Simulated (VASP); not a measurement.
# Bi (Im-3m) in VASP: notebook

The runs below take Bi through relaxation of cell and atoms, with LDA.

Everything below comes from runs of VASP 6.6.1. Logs are shortened: lines on timing, memory, paths and dates and some standing lists are left out, and cuts for length are marked.

## (1) The crystal as given

It takes space group Im-3m (No. 229, cubic). Conventional cell: a = 3.963 Å, b = 3.963 Å, c = 3.963 Å, α = 90.00°, β = 90.00°, γ = 90.00°. Around Bi (site symmetry m-3m) lie 8 Bi at 3.43 Å.

This isn't the form of Bi at room conditions, which is rhombohedral.

## (2) Relaxation of cell and atoms, LDA

Input file INCAR:

```
ALGO     = Normal         # electronic algorithm
EDIFF    = 1E-6           # SCF threshold, eV
EDIFFG   = -0.01          # ionic threshold
ENCUT    = 600            # plane-wave cutoff, eV
IBRION   = 2              # ionic algorithm
ISIF     = 3              # what is computed and relaxed
ISMEAR   = 1              # smearing method
LASPH    = T              # aspherical terms in the spheres
LCHARG   = F              # write CHGCAR
LREAL    = F              # projectors in reciprocal space
LWAVE    = F              # write WAVECAR
NELM     = 80             # most SCF steps
NSW      = 90             # ionic steps
PREC     = Accurate       # precision mode
SIGMA    = 0.1            # smearing width, eV
```

Input file KPOINTS:

```
k-points
0
Gamma
  14 14 14
```

Input file POSCAR:

```
Bi
1.0
   -1.9814305300      1.9814305300      1.9814305300
    1.9814305300     -1.9814305300      1.9814305300
    1.9814305300      1.9814305300     -1.9814305300
Bi
1
Direct
    0.0000000000      0.0000000000      0.0000000000
```

Potentials or basis: VASP PAW LDA potentials, release 64 (Bi_d).

Launch:

```
cat potpaw_LDA.64/Bi_d/POTCAR > POTCAR
mpirun -np 1 vasp_std > vasp.out
```

OUTCAR:

```text
EDIFF = 1E-6
   EDIFFG = -0.01
   ENCUT = 600
   IBRION = 2
   ISIF = 3
   ISMEAR = 1
   LASPH = T
   LREAL = F
   NELM = 80
   NSW = 90
   PREC = Accurate

 ion  position               nearest neighbor table
   1  0.000  0.000  0.000-

  LATTYP: Found a body centered cubic cell.
 ALAT       =     3.9628610600

  Lattice vectors:

 A1 = (  -1.9814305300,   1.9814305300,   1.9814305300)
 A2 = (   1.9814305300,  -1.9814305300,   1.9814305300)
 A3 = (   1.9814305300,   1.9814305300,  -1.9814305300)

Analysis of symmetry for initial positions (statically):
=====================================================================
 Subroutine PRICEL returns:
 Original cell was already a primitive cell.

 Routine SETGRP: Setting up the symmetry group for a
 body centered cubic supercell.

 Subroutine GETGRP returns: Found 48 space group operations
 (whereof 48 operations were pure point group operations)
 out of a pool of 48 trial point group operations.

The static configuration has the point symmetry O_h .

Analysis of symmetry for dynamics (positions and initial velocities):
=====================================================================
 Subroutine PRICEL returns:
 Original cell was already a primitive cell.

 Routine SETGRP: Setting up the symmetry group for a
 body centered cubic supercell.

 Subroutine GETGRP returns: Found 48 space group operations
 (whereof 48 operations were pure point group operations)
 out of a pool of 48 trial point group operations.

The dynamic configuration has the point symmetry O_h .

 Subroutine INISYM returns: Found 48 space group operations
 (whereof 48 operations are pure point group operations),
 and found     1 'primitive' translations

----------------------------------------------------------------------------------------

                                     Primitive cell

  volume of cell :      31.1169

  direct lattice vectors                    reciprocal lattice vectors
    -1.981430530  1.981430530  1.981430530     0.000000000  0.252342937  0.252342937
     1.981430530 -1.981430530  1.981430530     0.252342937  0.000000000  0.252342937
     1.981430530  1.981430530 -1.981430530     0.252342937  0.252342937  0.000000000

  length of vectors
     3.431938350  3.431938350  3.431938350     0.356866804  0.356866804  0.356866804

  position of ions in fractional coordinates (direct lattice)
     0.000000000  0.000000000  0.000000000

  ion indices of the primitive-cell ions
   primitive index   ion index
                 1           1

----------------------------------------------------------------------------------------

 KPOINTS: k-points

Automatic generation of k-mesh.
 Grid dimensions read from file:
 generate k-points for:   14   14   14

 Generating k-lattice:

  Cartesian coordinates                     Fractional coordinates (reciprocal lattice)
     0.000000000  0.018024496  0.018024496     0.071428571  0.000000000  0.000000000
     0.018024496  0.000000000  0.018024496     0.000000000  0.071428571  0.000000000
     0.018024496  0.018024496  0.000000000     0.000000000  0.000000000  0.071428571

  Length of vectors
     0.025490486  0.025490486  0.025490486

  Shift w.r.t. Gamma in fractional coordinates (k-lattice)
     0.000000000  0.000000000  0.000000000

 Subroutine IBZKPT returns following result:
 ===========================================

 Found    104 irreducible k-points:

 Following reciprocal coordinates:
            Coordinates               Weight
  0.000000  0.000000  0.000000      1.000000
  0.071429  0.000000  0.000000     12.000000
  0.142857  0.000000  0.000000     12.000000
  0.214286  0.000000  0.000000     12.000000
  0.285714  0.000000  0.000000     12.000000
  0.357143  0.000000  0.000000     12.000000
[... 16 lines left out ...]
  0.285714  0.285714  0.000000     24.000000
  0.357143  0.285714 -0.000000     24.000000
 [... further k-points ...]
   k-points           NKPTS =    104   k-points in BZ     NKDIM =    104   number of bands    NBANDS=     11
   number of dos      NEDOS =    301   number of ions     NIONS =      1
   total plane-waves  NPLWV =  21952
   dimension x,y,z NGX =    28 NGY =   28 NGZ =   28
   dimension x,y,z NGXF=    56 NGYF=   56 NGZF=   56
   ions per type =               1
   NGX,Y,Z   is equivalent  to a cutoff of  13.56, 13.56, 13.56 a.u.
   NGXF,Y,Z  is equivalent  to a cutoff of  27.13, 27.13, 27.13 a.u.
 SYSTEM =  unknown system
   PREC   = accura    normal or accurate (medium, high low for compatibility)
   ISTART =      0    job   : 0-new  1-cont  2-samecut
   ICHARG =      2    charge: 1-file 2-atom 10-const
   ISPIN  =      1    spin polarized calculation?
   LNONCOLLINEAR =      F non collinear calculations
   LSORBIT =      F    spin-orbit coupling
   LASPH  =      T    aspherical Exc in radial PAW
   ENCUT  =  600.0 eV  44.10 Ry    6.64 a.u.   6.85  6.85  6.85*2*pi/ulx,y,z
   NELM   =     80;   NELMIN=  2; NELMDL= -5     # of ELM steps
   EDIFF  = 0.1E-05   stopping-criterion for ELM
   LREAL  =      F    real-space projection
   EDIFFG = -.1E-01   stopping-criterion for IOM
   NSW    =     90    number of steps for IOM
   IBRION =      2    ionic relax: 0-MD 1-quasi-New 2-CG
   NFREE  =      1    steps in history (QN), initial steepest desc. (CG)
   ISIF   =      3    stress and relaxation
   ISYM   =      2    0-nonsym 1-usesym 2-fastsym
   POTIM  = 0.5000    time-step for ionic-motion
   TEBEG  =    0.0;   TEEND  =   0.0 temperature during run
   PSTRESS=    0.0 pullay stress
   NELECT =      15.0000    total number of electrons
   NUPDOWN=      -1.0000    fix difference up-down
   EMIN   =  10.00;   EMAX   =-10.00  energy-range for DOS
   EFERMI =   0.00;   METHOD = LEGACY
   ISMEAR =     1;   SIGMA  =   0.10  broadening in eV -4-tet -1-fermi 0-gaus
   EFERMI_NEDOS =   21; number of points for ismear=-14 and -15
   IALGO  =     38    algorithm
   IMIX   =      4    mixing-type and parameters
     AMIX     =   0.40;   BMIX     =  1.00
     AMIX_MAG =   1.60;   BMIX_MAG =  1.00
  volume/ion in A,a.u.               =      31.12       209.99
  Fermi-wavevector in a.u.,A,eV,Ry     =   1.283630  2.425708 22.418388  1.647705
  Thomas-Fermi vector in A             =   2.415871
   LORBIT       =      0    0 simple, 1 ext, 2 COOP (PROOUT), +10 PAW based schemes
   GGA     = CA    functional components
   LHFCALC =     F    Hartree Fock is set to
   AEXX    =    0.0000 exact exchange contribution
   IVDW    =     0    specifies the selected vdW correction
   LEPSILON=     F    determine dielectric tensor
   LRPA    =     F    only Hartree local field effects (RPA)
 conjugate gradient relaxation of ions
 non-spin polarized calculation
 Methfessel and Paxton  Order N= 1 SIGMA  =   0.10
  energy-cutoff  :      600.00
  volume of cell :       31.12
 maximum number of plane-waves:      1055
   NGX = 13   NGY = 13   NGZ = 13

--------------------------------------- Ionic step        1  -------------------------------------------

 number of electron      14.9999994 magnetization

 Free energy of the ion-electron system (eV)
  ---------------------------------------------------
  ext. energy  EPLUGINS =         0.00000000
  ---------------------------------------------------
  free energy    TOTEN  =        -4.44152786 eV

  energy without entropy =       -4.44079797  energy(sigma->0) =       -4.44128456

------------------------ aborting loop because EDIFF is reached ----------------------------------------

  FORCE on cell =-STRESS in cart. coord.  units (eV):
  Direction    XX          YY          ZZ          XY          YZ          ZX
  --------------------------------------------------------------------------------------
  -------------------------------------------------------------------------------------
  Total       -0.6417610     -0.6417610     -0.6417610     -0.0000000     -0.0000000     -0.0000000
  in kB      -33.0436030    -33.0436030    -33.0436030     -0.0000000     -0.0000000     -0.0000000
  external PRESSURE =     -33.0436030 kB  Pullay stress =       0.0000000 kB

 VOLUME and BASIS-vectors are now :
 -----------------------------------------------------------------------------
  energy-cutoff  :      600.00
  volume of cell :       31.12
      direct lattice vectors                 reciprocal lattice vectors
    -1.981430530  1.981430530  1.981430530     0.000000000  0.252342937  0.252342937
     1.981430530 -1.981430530  1.981430530     0.252342937  0.000000000  0.252342937
     1.981430530  1.981430530 -1.981430530     0.252342937  0.252342937  0.000000000
[... 36 lines left out ...]
 POSITION                                       TOTAL-FORCE (eV/Angst)
 -----------------------------------------------------------------------------------
      0.00000      3.84017      0.00000        -0.000000      0.000000     -0.000000
 -----------------------------------------------------------------------------------
    total drift:                                0.000000      0.000000     -0.000000

  FREE ENERGIE OF THE ION-ELECTRON SYSTEM (eV)
  ---------------------------------------------------
  free  energy   TOTEN  =        -4.4546333043 eV

  energy  without entropy=       -4.4544744453  energy(sigma->0) =       -4.45458035

--------------------------------------- Ionic step        3  -------------------------------------------

 number of electron      15.0000005 magnetization

 Free energy of the ion-electron system (eV)
  ---------------------------------------------------
  ext. energy  EPLUGINS =         0.00000000
  ---------------------------------------------------
  free energy    TOTEN  =        -4.46136470 eV

  energy without entropy =       -4.46088257  energy(sigma->0) =       -4.46120399

 E-fermi :   8.3695     XC(G=0): -10.8216

 val. band max:        8.3622365771   @ k =   0.1429   0.0714   0.0714
 cond. band min:       8.3899069202   @ k =  -0.4286   0.4286   0.2857
 fundamental gap:      0.0276703431
 Fermi energy:         8.3695274144

 k-point     1 :       0.0000    0.0000    0.0000
  band No.  band energies     occupation
      1     -14.5808      2.00000
      2     -14.5808      2.00000
      3     -14.5808      2.00000
      4     -14.4207      2.00000
      5     -14.4207      2.00000
      6      -5.5185      2.00000
      7      13.9437      0.00000
      8      13.9437      0.00000
      9      13.9437      0.00000
     10      18.4896      0.00000
     11      18.9812      0.00000

 k-point     2 :       0.0714    0.0000    0.0000
  band No.  band energies     occupation
      1     -14.5833      2.00000
      2     -14.5767      2.00000
      3     -14.5682      2.00000
      4     -14.4236      2.00000
      5     -14.4212      2.00000
      6      -5.4184      2.00000
      7      12.9162      0.00000
      8      13.6266      0.00000
      9      13.8449      0.00000
     10      18.1025      0.00000
     11      18.5526      0.00000
[... 295 lines left out ...]
 k-point    24 :       0.3571    0.2857   -0.0000
  band No.  band energies     occupation
      1     -14.5919      2.00000
      2     -14.4875      2.00000
      3     -14.4625      2.00000
      4     -14.4151      2.00000
      5     -14.3861      2.00000
      6      -1.6147      2.00000
      7       4.4356      2.00000
      8       5.5660      2.00000
      9      10.9043      0.00000
     10      17.4127      0.00000
     11      19.1866      0.00000

 [... further k-points ...]

------------------------ aborting loop because EDIFF is reached ----------------------------------------

  FORCE on cell =-STRESS in cart. coord.  units (eV):
  Direction    XX          YY          ZZ          XY          YZ          ZX
  --------------------------------------------------------------------------------------
  -------------------------------------------------------------------------------------
  Total        0.0012622      0.0012622      0.0012622      0.0000000      0.0000000      0.0000000
  in kB        0.0690313      0.0690313      0.0690313      0.0000000      0.0000000      0.0000000
  external PRESSURE =       0.0690313 kB  Pullay stress =       0.0000000 kB

 VOLUME and BASIS-vectors are now :
 -----------------------------------------------------------------------------
  energy-cutoff  :      600.00
  volume of cell :       29.30
      direct lattice vectors                 reciprocal lattice vectors
    -1.941991067  1.941991067  1.941991067     0.000000000  0.257467714  0.257467714
     1.941991067 -1.941991067  1.941991067     0.257467714  0.000000000  0.257467714
     1.941991067  1.941991067 -1.941991067     0.257467714  0.257467714  0.000000000

 POSITION                                       TOTAL-FORCE (eV/Angst)
 -----------------------------------------------------------------------------------
      0.00000     -0.00000      0.00000         0.000000      0.000000      0.000000
 -----------------------------------------------------------------------------------
    total drift:                                0.000000     -0.000000     -0.000000

  FREE ENERGIE OF THE ION-ELECTRON SYSTEM (eV)
  ---------------------------------------------------
  free  energy   TOTEN  =        -4.4613647041 eV

  energy  without entropy=       -4.4608825688  energy(sigma->0) =       -4.46120399

 reached required accuracy - stopping structural energy minimisation
```

Wall time 75 s (1 thread of Intel Xeon Platinum 8259CL at 2.50GHz (Skylake/Cascade Lake), shared host); peak memory 0.17 GiB.

What came out:

| Quantity | Value |
| --- | --- |
| Free energy | -4.4614 eV |
| Relaxed volume | 29.30 Å³/atom |
| Relaxed cell | a = 3.364 Å, b = 3.364 Å, c = 3.364 Å, α = 109.47°, β = 109.47°, γ = 109.47° |
| Space group after relaxing (to 0.05 Å) | Im-3m (No. 229) |
| Energy gained by relaxing | 19.8 meV/atom |
| Ionic steps | 3 |
| Pressure after relaxing | 0.0 GPa |
| Band gap on the k mesh | none (metal or under the smearing width) |

Step by step:
```csv
step,energy change (eV),largest force (eV/Å),pressure (GPa),volume (Å³)
1,0.0000,0.0000,-3.30,31.12
2,-0.0131,0.0000,2.28,28.32
3,-0.0198,0.0000,0.01,29.30
```

Final structure:
```xyz
1
Lattice="-1.9420 1.9420 1.9420 1.9420 -1.9420 1.9420 1.9420 1.9420 -1.9420" Properties=species:S:1:pos:R:3 pbc="T T T"
Bi    0.0000    0.0000    0.0000
```

Levels at points of the mesh, in eV from the Fermi level:
| k point | band 3 | band 4 | band 5 | band 6 | band 7 | band 8 | band 9 | band 10 | band 11 |
| --- | --- | --- | --- | --- | --- | --- | --- | --- | --- |
| (0.00, 0.00, 0.00) | -22.95 | -22.79 | -22.79 | -13.89 | 5.57 | 5.57 | 5.57 | 10.12 | 10.61 |
| (0.50, 0.00, 0.00) | -22.80 | -22.80 | -22.69 | -10.50 | -5.35 | 1.73 | 3.67 | 6.35 | 7.87 |
| (0.50, 0.50, 0.50) | -22.71 | -22.71 | -22.71 | -8.12 | -1.88 | -1.88 | -1.88 | 3.63 | 3.63 |

Caveat: spin-orbit coupling is left out, which moves the levels of the heavy elements.

## (3) Relaxation of cell and atoms, LDA

This run uses another cell than the first one, of 29.30 Å³/atom, 0.941 times its volume.

INCAR, as its differences from that of step 2:

```diff
@@ -1,4 +1,4 @@
 ALGO     = Normal         # electronic algorithm
-EDIFF    = 1E-6           # SCF threshold, eV
-EDIFFG   = -0.01          # ionic threshold
+EDIFF    = 1E-7           # SCF threshold, eV
+EDIFFG   = -0.005         # ionic threshold
 ENCUT    = 600            # plane-wave cutoff, eV
```

KPOINTS is that of step 2.

Input file POSCAR:

```
Bi                                      
1.0
   -1.9419910666      1.9419910666      1.9419910666
    1.9419910666     -1.9419910666      1.9419910666
    1.9419910666      1.9419910666     -1.9419910666
  Bi            
     1
Direct
     0.0000000000000000    0.0000000000000000    0.0000000000000000
```

Potentials or basis: VASP PAW LDA potentials, release 64 (Bi_d).

Launch:

```
cat potpaw_LDA.64/Bi_d/POTCAR > POTCAR
mpirun -np 1 vasp_std > vasp.out
```

It took 72 s on 1 thread of Intel Xeon Platinum 8259CL at 2.50GHz (Skylake/Cascade Lake), shared host; peak memory 0.17 GiB.

The run converged. Its results:

```yaml
Free_energy: -4.4612 eV
Relaxed_volume: 29.29 Å³/atom
Relaxed_cell: a = 3.363 Å, b = 3.363 Å, c = 3.363 Å, α = 109.47°, β = 109.47°, γ = 109.47°
Space_group_after_relaxing_to_0.05_Å: Im-3m (No. 229)
Energy_gained_by_relaxing: 0.0 meV/atom
Ionic_steps: 4
Pressure_after_relaxing: 0.0 GPa
Band_gap_on_the_k_mesh: none (metal or under the smearing width)
```

Final structure:
```
Bi
1.0
    -1.94183    1.94183    1.94183
     1.94183   -1.94183    1.94183
     1.94183    1.94183   -1.94183
Bi
1
Direct
  0.00000 0.00000 0.00000
```

Levels at points of the mesh, in eV from the Fermi level:
| k point | band 4 | band 5 | band 6 | band 7 | band 8 | band 9 | band 10 | band 11 |
| --- | --- | --- | --- | --- | --- | --- | --- | --- |
| (0.00, 0.00, 0.00) | -22.79 | -22.79 | -13.89 | 5.58 | 5.58 | 5.58 | 10.12 | 10.61 |
| (0.50, 0.00, 0.00) | -22.80 | -22.69 | -10.50 | -5.35 | 1.73 | 3.67 | 6.35 | 7.87 |
| (0.50, 0.50, 0.50) | -22.71 | -22.71 | -8.12 | -1.88 | -1.88 | -1.88 | 3.63 | 3.63 |

Caveat: spin-orbit coupling is left out, which moves the levels of the heavy elements.
